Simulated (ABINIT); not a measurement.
# CuO (Cccm) in ABINIT: notebook

The runs below take CuO through band structure, with r2SCAN, TB-mBJ.

All numbers are computed with ABINIT 10.8.3 (patched build); they aren't measurements. Logs are shortened: lines on timing, memory, paths and dates and some standing lists are left out, and cuts for length are marked. The log counts tension as positive stress, the text compression.

## (1) Starting point

It takes space group Cccm (No. 66, orthorhombic). Conventional cell: a = 3.982 Å, b = 4.307 Å, c = 5.156 Å, α = 90.00°, β = 90.00°, γ = 90.00°. Around Cu (site symmetry 2/m) lie 4 O at 1.95 Å. Around O (site symmetry 222) lie 4 Cu at 1.95 Å.

Measurements of this composition are mostly on another form, of space group No. 15.

## (2) Band structure, r2SCAN

The input, run.abi:

```
# Datasets: ground state, then fixed potential
ndtset 2

# Pseudopotentials
pp_dirpath "./"
pseudos "Cu.GGA_PBE-JTH.xml, O.GGA_PBE-JTH.xml"

# Structure
acell 3*1.0 Angstrom
rprim
     1.9909680000    -2.1535500000     0.0000000000
     1.9909680000     2.1535500000     0.0000000000
     0.0000000000     0.0000000000     5.1559280000
ntypat 2
znucl 29 8
natom 4
typat 1 1 2 2
xred
     0.5000000000     0.0000000000     0.0000000000
     0.0000000000     0.5000000000     0.5000000000
     0.5000000000     0.5000000000     0.2500000000
     0.5000000000     0.5000000000     0.7500000000
chkprim 0
chksymtnons 0
tolsym 1.0e-6

# Plane-wave basis
ecut 31.0
pawecutdg 53.0

# Exchange and correlation
ixc -497498
usekden 1
pawxcdev 0

# Bands and occupations
occopt 3
tsmear 0.00183747

# SCF cycle
nstep 100

# Output
iomode 3
prtwf 0
prteig 0
prtebands 0
enunit 1
prtden1 1
prtkden1 1
prtvha1 1
prtvclmb1 1
prtpot1 1

# Dataset 1
kptopt1 1
ngkpt1 6 6 4
nshiftk1 1
shiftk1 0.0 0.0 0.0
nband1 30
tolvrs1 1.0e-7

# Dataset 2: bands along G-X-S-R-A-Z-G-Y-X1-A1-T-Y
iscf2 -2
getden2 1
getkden2 1
nband2 36
nbdbuf2 4
tolwfr2 1.0e-11
kptopt2 -11
ndivsm2 5
prteig2 1
prtvol2 -3
kptbounds2
     0.0000000000     0.0000000000     0.0000000000
     0.4636774290     0.4636774290     0.0000000000
     0.0000000000     0.5000000000     0.0000000000
     0.0000000000     0.5000000000     0.5000000000
     0.4636774290     0.4636774290     0.5000000000
     0.0000000000     0.0000000000     0.5000000000
     0.0000000000     0.0000000000     0.0000000000
    -0.5000000000     0.5000000000     0.0000000000
    -0.4636774290     0.5363225710     0.0000000000
    -0.4636774290     0.5363225710     0.5000000000
    -0.5000000000     0.5000000000     0.5000000000
    -0.5000000000     0.5000000000     0.0000000000
```

Potentials or basis: JTH PAW PBE v2.0.

Launch:

```bash
> abinit run.abi > log 2>&1
```

run.abo:

```text
.Version 10.8.3 of ABINIT
 DATASET    1 : space group Cc c m (# 66); Bravais oC (1-face-center ortho.)
================================================================================
 Values of the parameters that define the memory need for DATASET  1.
     intxc =       0    ionmov =       0      iscf =      17    lmnmax =      18
     lnmax =       6     mgfft =      50  mpssoang =       3    mqgrid =    3194
     natom =       4  nloc_mem =       2    nspden =       1   nspinor =       1
    nsppol =       1      nsym =       8    n1xccc =       1    ntypat =       2
    occopt =       3   xclevel =       2
       mpw =        2488          nfft =       45000          nkpt =          39
 PAW method is used; the additional fine FFT grid is defined by:
   mgfftf=        64    nfftf =    102400
================================================================================
================================================================================

 DATASET    2 : space group Cc c m (# 66); Bravais oC (1-face-center ortho.)
================================================================================
 Values of the parameters that define the memory need for DATASET  2.
     intxc =       0    ionmov =       0      iscf =      -2    lmnmax =      18
     lnmax =       6     mgfft =      50  mpssoang =       3    mqgrid =    3194
     natom =       4  nloc_mem =       2    nspden =       1   nspinor =       1
    nsppol =       1      nsym =       8    n1xccc =       1    ntypat =       2
    occopt =       3   xclevel =       2
       mpw =        2504          nfft =       45000          nkpt =         397
 PAW method is used; the additional fine FFT grid is defined by:
   mgfftf=        64    nfftf =    102400
================================================================================
================================================================================

--------------------------------------------------------------------------------
------------- Echo of variables that govern the present computation ------------
--------------------------------------------------------------------------------
 -outvars: echo values of preprocessed input variables --------
            acell      1.8897261259E+00  1.8897261259E+00  1.8897261259E+00 Bohr
              amu      6.35460000E+01  1.59994000E+01
          chkprim           0
      chksymtnons           0
             ecut      3.10000000E+01 Hartree
           enunit           1
           getden1          0
           getden2          1
          getkden1          0
          getkden2          1
             iscf1         17
             iscf2         -2
              ixc     -497498
           jdtset        1    2
           kptopt1          1
           kptopt2        -11
         kptrlatt        6    0    0      0    6    0      0    0    4
          kptrlen1     3.32539355E+01
          kptrlen2     3.00000000E+01
            natom           4
            nband1         30
            nband2         36
           nbdbuf1          0
           nbdbuf2          4
           ndtset           2
           ndivsm1          0
           ndivsm2          5
            ngfft          30      30      50
          ngfftdg          40      40      64
             nkpt1         39
             nkpt2        397
            nstep         100
             nsym           8
           ntypat           2
           occopt           3
        pawecutdg      5.30000000E+01 Hartree
         pawxcdev           0
        prtebands           0
           prteig1          0
           prteig2          1
          prtkden           1
           prtpot1          1
[... 297 lines left out ...]
         ecut(hartree)=     31.000   => boxcut(ratio)=   2.04747

 Fine grid specifications (used for densities):

 getcut: wavevector=  0.0000  0.0000  0.0000  ngfft=  40  40  64
         ecut(hartree)=     53.000   => boxcut(ratio)=   2.00434
--------------------------------------------------------------------------------

================================================================================
 Non-SCF case, kpt    1 (  0.00000  0.00000  0.00000), residuals and eigenvalues=
  5.94E-12  9.91E-12  9.14E-12  8.76E-12  6.86E-12  6.98E-12  3.86E-12  3.45E-12
  8.48E-12  3.73E-12  2.64E-12  7.04E-12  3.58E-12  6.44E-13  1.64E-12  9.63E-12
  3.68E-12  8.17E-12  2.16E-12  1.29E-12  1.06E-12  1.36E-12  1.98E-12  1.08E-12
  4.02E-12  5.24E-12  4.06E-12  6.02E-12  2.08E-12  4.51E-12  4.85E-12  7.42E-12
  4.31E-12  3.71E-11  4.97E-10  4.03E-09
 -4.1133E+00 -4.1133E+00 -2.4943E+00 -2.4943E+00 -2.4933E+00 -2.4931E+00
 -2.4825E+00 -2.4825E+00 -5.9785E-01 -5.5149E-01 -1.3442E-01 -3.6143E-02
 -3.0270E-02  3.1888E-02  3.7838E-02  3.8618E-02  4.7459E-02  5.5388E-02
  7.3764E-02  7.8593E-02  7.9361E-02  8.1042E-02  8.2108E-02  9.5887E-02
  1.9511E-01  2.0250E-01  2.3460E-01  4.1323E-01  4.5706E-01  6.8208E-01
[... 4739 lines left out ...]
  1.2539E-01  2.1665E-01  2.6267E-01  4.5028E-01  5.2688E-01  5.7595E-01
  5.8715E-01  6.0935E-01  6.5970E-01  6.6567E-01  7.7922E-01  8.3944E-01
 Non-SCF case, kpt  397 ( -0.50000  0.50000  0.00000), residuals and eigenvalues=
  3.97E-12  7.87E-12  6.14E-12  3.13E-12  7.73E-12  4.20E-12  9.53E-12  7.25E-12
  1.32E-12  6.41E-12  6.06E-12  4.74E-12  2.73E-12  1.22E-12  2.09E-12  6.62E-12
  2.06E-12  1.02E-12  1.55E-12  2.00E-12  5.93E-12  8.15E-12  9.48E-12  1.47E-12
  2.16E-12  1.31E-12  1.16E-12  4.99E-12  6.02E-12  8.71E-12  6.79E-12  1.25E-12
  1.10E-10  6.39E-11  6.56E-06  1.63E-04
 -4.1133E+00 -4.1133E+00 -2.4948E+00 -2.4947E+00 -2.4932E+00 -2.4931E+00
 -2.4829E+00 -2.4828E+00 -5.5817E-01 -5.4050E-01 -8.6270E-02 -7.3683E-02
 -4.7394E-02 -2.4472E-02 -4.0861E-03  9.5004E-03  4.8319E-02  6.7825E-02
  7.2375E-02  7.8309E-02  7.8637E-02  8.0096E-02  1.1644E-01  1.2354E-01
  1.2541E-01  2.1678E-01  2.6256E-01  4.5071E-01  5.2680E-01  5.7591E-01
  5.8661E-01  6.0936E-01  6.5974E-01  6.6547E-01  7.7915E-01  8.3948E-01

Result for kinetic energy density :

--------------------------------------------------------------------------------
 Total kinetic energy density [Ha/Bohr^3]
)     Maximum=    2.6875E+00  at reduced coord.    0.5000    0.5000    0.7500
)     Minimum=    3.3061E-03  at reduced coord.    0.0000    0.5000    0.0000
   Integrated=    3.6853E+01
--------------------------------------------------------------------------------

--- !ResultsGS
iteration_state: {dtset: 2, }
comment   : Summary of ground state results
lattice_vectors:
- [  3.7623842,  -4.0696197,   0.0000000, ]
- [  3.7623842,   4.0696197,   0.0000000, ]
- [  0.0000000,   0.0000000,   9.7432918, ]
lattice_lengths: [   5.54232,    5.54232,    9.74329, ]
lattice_angles: [ 90.000,  90.000,  94.493, ] # degrees, (23, 13, 12)
lattice_volume:   2.9836830E+02
convergence: {deltae:  0.000E+00, res2:  0.000E+00, residm:  9.999E-12, diffor:  0.000E+00, }
etotal    :  -4.17692521E+02
entropy   :   0.00000000E+00
fermie    :   1.74563345E-01
cartesian_stress_tensor: null
pressure_GPa: null
xred      :
- [  5.0000E-01,   1.0264E-17,   0.0000E+00, Cu]
- [  1.0264E-17,   5.0000E-01,   5.0000E-01, Cu]
- [  5.0000E-01,   5.0000E-01,   2.5000E-01,  O]
- [  5.0000E-01,   5.0000E-01,   7.5000E-01,  O]
cartesian_forces: null
force_length_stats: {min: null, max: null, mean: null, }
...

 Integrated electronic density in atomic spheres:
 ------------------------------------------------
 Atom  Sphere_radius  Integrated_density
    1        2.00090         17.29639574
    2        2.00090         17.29639574
    3        1.41465          4.52467996
    4        1.41465          4.52467996

================================================================================

 ----iterations are completed or convergence reached----

 Mean square residual over all n,k,spin=   44.198E-13; max=  99.989E-13
 reduced coordinates (array xred) for    4 atoms
       0.500000000000      0.000000000000      0.000000000000
       0.000000000000      0.500000000000      0.500000000000
       0.500000000000      0.500000000000      0.250000000000
       0.500000000000      0.500000000000      0.750000000000

 cartesian coordinates (angstrom) at end:
    1      0.99548400000000    -1.07677500000000     0.00000000000000
    2      0.99548400000000     1.07677500000000     2.57796400000000
    3      1.99096800000000     0.00000000000000     1.28898200000000
    4      1.99096800000000     0.00000000000000     3.86694600000000
 length scales=  1.889726125908  1.889726125908  1.889726125908 bohr
              =  1.000000000000  1.000000000000  1.000000000000 angstroms
 Eigenvalues (   eV  ) for nkpt= 397  k points:
 kpt#   1, nband= 36, wtk=  1.00000, kpt=  0.0000  0.0000  0.0000 (reduced coord)
-111.92881 -111.92849  -67.87441  -67.87417  -67.84702  -67.84122  -67.55300  -67.55273
 -16.26829  -15.00691   -3.65777   -0.98350   -0.82368    0.86773    1.02963    1.05084
   1.29142    1.50719    2.00723    2.13862    2.15953    2.20528    2.23426    2.60923
   5.30933    5.51044    6.38368   11.24450   12.43727   18.56036   19.83653   19.95120
  20.31703   20.84229   21.14208   22.18901
 kpt#   2, nband= 36, wtk=  1.00000, kpt=  0.0072  0.0072  0.0000 (reduced coord)
-111.92881 -111.92848  -67.87441  -67.87416  -67.84701  -67.84119  -67.55300  -67.55272
 -16.26772  -15.00672   -3.65671   -0.98379   -0.82384    0.85133    1.04118    1.04346
   1.29940    1.50764    2.00347    2.14234    2.15985    2.20499    2.23455    2.60980
   5.30768    5.50991    6.38772   11.24901   12.43399   18.54529   19.84578   19.94179
  20.31708   20.85663   21.12919   22.19757
 kpt#   3, nband= 36, wtk=  1.00000, kpt=  0.0145  0.0145  0.0000 (reduced coord)
-111.92881 -111.92849  -67.87442  -67.87420  -67.84702  -67.84119  -67.55301  -67.55276
 -16.26602  -15.00616   -3.65365   -0.98473   -0.82441    0.81220    1.01519    1.07463
   1.32033    1.50891    1.99316    2.15243    2.16073    2.20411    2.23537    2.61151
   5.30269    5.50829    6.39980   11.26251   12.42408   18.50207   19.87173   19.91368
[... 313 lines left out ...]
 kpt#  56, nband= 36, wtk=  1.00000, kpt=  0.3985  0.3985  0.0000 (reduced coord)
-111.92769 -111.92765  -67.88542  -67.88286  -67.84244  -67.84199  -67.56141  -67.56006
 -15.29148  -14.73060   -2.12121   -1.91120   -1.59483   -0.89838   -0.16774    0.28081
   1.65403    1.90392    1.95242    2.14024    2.21142    2.33324    2.93626    3.23036
   3.35817    5.78246    8.11559   11.22565   14.56188   16.00645   16.05002   16.15254
  17.97065   20.30569   21.05645   22.50512
 kpt#  57, nband= 36, wtk=  1.00000, kpt=  0.4057  0.4057  0.0000 (reduced coord)
-111.92769 -111.92763  -67.88559  -67.88299  -67.84247  -67.84193  -67.56154  -67.56017
 -15.27765  -14.72746   -2.15147   -1.92483   -1.55690   -0.87823   -0.12574    0.23945
   1.62403    1.89769    1.95575    2.14491    2.20188    2.30871    2.98590    3.24814
   3.33185    5.79759    8.00603   11.31663   14.53025   16.04754   16.12836   16.14758
  17.77443   20.14178   21.07524   22.53521
 kpt#  58, nband= 36, wtk=  1.00000, kpt=  0.4130  0.4130  0.0000 (reduced coord)
-111.92767 -111.92762  -67.88575  -67.88312  -67.84249  -67.84187  -67.56167  -67.56028
 -15.26475  -14.72454   -2.17979   -1.93725   -1.52062   -0.85759   -0.08369    0.19893
   1.593
```

Run time: 30 min. Hardware: 1 thread of Arm Neoverse V2, shared host; peak memory 0.73 GiB.

Results:

```yaml
Free_energy: -11365.9925 eV
Pressure: -4.5 GPa
Band_gap_on_the_k_mesh: none (metal or under the smearing width)
Valence_electrons_inside_the_program's_atomic_spheres: Cu 17.30; O 4.52
```

Levels at the corners of the path, in eV from the Fermi level:
```csv
point,band 23,band 24,band 25,band 26,band 27,band 28
Γ,-2.52,-2.14,0.56,0.76,1.63,6.49
X,-1.56,-1.42,-1.41,1.13,2.55,7.31
S,-1.73,-1.70,0.21,0.46,3.95,6.27
R,-2.20,-1.94,-0.19,0.66,4.59,6.26
A,-1.61,-1.61,-0.48,-0.48,4.32,4.32
Z,-1.75,-1.75,0.11,0.11,3.74,3.74
Γ,-2.52,-2.14,0.56,0.76,1.63,6.49
Y,-1.58,-1.39,-1.34,1.15,2.39,7.51
X1,-1.56,-1.42,-1.41,1.13,2.55,7.31
A1,-1.61,-1.61,-0.48,-0.48,4.32,4.32
T,-1.58,-1.58,-0.49,-0.49,4.27,4.27
Y,-1.58,-1.39,-1.34,1.15,2.39,7.51
```

Caveat: the PAW data sets were made with another functional, which shifts forces and pressure a little; the run has no spin polarisation, though such a crystal can be magnetic; semilocal functionals often make such compounds metallic where correlation or magnetic order opens a gap, which also shifts bond lengths. With open d or f shells a metallic result of r2SCAN can be an artefact of self-interaction; +U or a hybrid may open a gap.

## (3) Band structure, TB-mBJ

run.abi: that of step 2 with these lines changed.

```diff
@@ -5,3 +5,3 @@
 pp_dirpath "./"
-pseudos "Cu.GGA_PBE-JTH.xml, O.GGA_PBE-JTH.xml"
+pseudos "Cu.LDA_PW-JTH.xml, O.LDA_PW-JTH.xml"
 
@@ -31,3 +31,3 @@
 # Exchange and correlation
-ixc -497498
+ixc -208012
 usekden 1
@@ -41,2 +41,5 @@
 nstep 100
+diemix 0.3
+optforces 0
+optstress 0
 
@@ -56,3 +59,3 @@
 kptopt1 1
-ngkpt1 6 6 4
+ngkpt1 4 4 2
 nshiftk1 1
```

Potentials or basis: JTH PAW LDA v2.0.

Launch:

```bash
> abinit run.abi > log 2>&1
```

Run time: 30 min. Hardware: 1 thread of Arm Neoverse V2, shared host; peak memory 0.73 GiB.

It converged, with:

- Band gap on the k mesh: none (metal or under the smearing width)
- Valence electrons inside the program's atomic spheres: Cu 17.25; O 4.65

Levels at the corners of the path, in eV from the Fermi level:
```tsv
point	band 21	band 22	band 23	band 24	band 25	band 26	band 27	band 28	band 29	band 30
Γ	-2.60	-2.57	-2.52	-2.32	0.50	0.72	1.96	7.02	8.21	13.87
X	-2.67	-2.64	-1.44	-1.44	-1.19	1.12	3.62	8.59	10.14	11.50
S	-2.68	-2.22	-1.94	-1.70	0.25	0.45	5.01	6.72	7.26	12.11
R	-2.71	-2.60	-2.23	-1.82	-0.09	0.60	5.48	6.74	9.11	9.52
A	-2.25	-2.25	-1.60	-1.60	-0.28	-0.28	5.36	5.36	11.15	11.15
Z	-2.59	-2.59	-1.97	-1.97	0.19	0.19	4.03	4.03	12.79	12.79
Γ	-2.60	-2.57	-2.52	-2.32	0.50	0.72	1.96	7.02	8.21	13.87
Y	-2.67	-2.65	-1.42	-1.39	-1.20	1.13	3.50	8.87	10.10	11.34
X1	-2.67	-2.64	-1.44	-1.44	-1.19	1.12	3.62	8.59	10.14	11.50
A1	-2.25	-2.25	-1.60	-1.60	-0.28	-0.28	5.36	5.36	11.15	11.15
T	-2.24	-2.24	-1.58	-1.58	-0.28	-0.28	5.32	5.32	11.14	11.14
Y	-2.67	-2.65	-1.42	-1.39	-1.20	1.13	3.50	8.87	10.10	11.34
```

Caveat: the k mesh is coarse (spacing up to 0.61 Å⁻¹), so the values aren't converged; the constant c of TB-mBJ comes from the pseudo density here, which moves gaps by up to 0.3 eV between sets of potentials; the PAW data sets were made with another functional, which shifts forces and pressure a little; the run has no spin polarisation, though such a crystal can be magnetic; semilocal functionals often make such compounds metallic where correlation or magnetic order opens a gap, which also shifts bond lengths.
